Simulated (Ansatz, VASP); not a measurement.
# One calculation of SnSe, two programs

INCAR

```
  PREC = Accurate
  ENCUT = 520
  EDIFF = 1E-7
  ISMEAR = 0
  SIGMA = 0.05
  LREAL = False
  LASPH = True
  NELM = 60
  ALGO = Normal
  ISIF = 2
  LWAVE = False
  LCHARG = True
  GGA = PS
  LELF = True
  LVHAR = True
  NBANDS = 17
```

KPOINTS

```
regular mesh
0
Gamma
  8 8 8
```

The input POSCAR:

```
SnSe
1.0
    0.0000000000      3.0100000000      3.1304000000
    3.0100000000      0.0000000000      3.1304000000
    3.0100000000      3.0100000000      0.0000000000
Sn Se
1 1
Direct
    0.0000000000      0.0000000000      0.0000000000
    0.5000000000      0.5000000000      0.5000000000
```

Input for Ansatz:

```yaml
crystal:
  lattice:
    - [0.0, 3.01, 3.1304]
    - [3.01, 0.0, 3.1304]
    - [3.01, 3.01, 0.0]
  atoms:
    - { symbol: Sn, position: [0.0, 0.0, 0.0] }
    - { symbol: Se, position: [0.5, 0.5, 0.5] }
basis:
  ecutwfc: 420
kpoints:
  mp_grid: { grid: [8, 8, 8] }
hamiltonian:
  xc: pbesol
scf:
  occupations: { method: gaussian, width: 0.05 }
output:
  forces: true
  stress: true
  eigenvalues: true
```

Change from the starting cell: strain +0.0400 x Voigt [0, 0, 1, 0, 0, 0], atoms carried along.

Alike in both runs: task single point; functional PBEsol; k mesh 8 × 8 × 8; occupations gaussian, width 0.05 eV; no spin polarisation.

|  | VASP | Ansatz |
| --- | --- | --- |
| version | VASP 6.6.1 | Ansatz 0.2.0 |
| potentials or method | VASP PAW PBE potentials, release 64 (Sn_d, Se) | scalar-relativistic, plane waves, PAW |
| plane-wave cutoff (eV) | 520 | 420 |
| valence electrons in the cell | 20 | 30 |

```tsv
	VASP	Ansatz	Ansatz less VASP
gap on the k mesh at the Fermi level (eV)	0.52	0.52	-0.002
least direct gap on the mesh (eV)	0.52	0.52	-0.002
pressure (GPa)	-3.5	-3.5	0.00
largest component of the traceless stress (GPa)	2.29	2.27	-0.016
```

The functional is the same, so the differences come from potentials, cutoffs and numerics. The two sets of potentials don't hold the same shells in valence.

Caveats: the PAW data sets were made with another functional, which shifts forces and pressure a little (VASP); spin-orbit coupling is left out, which moves the levels of the heavy elements. A k mesh can miss the band edges.
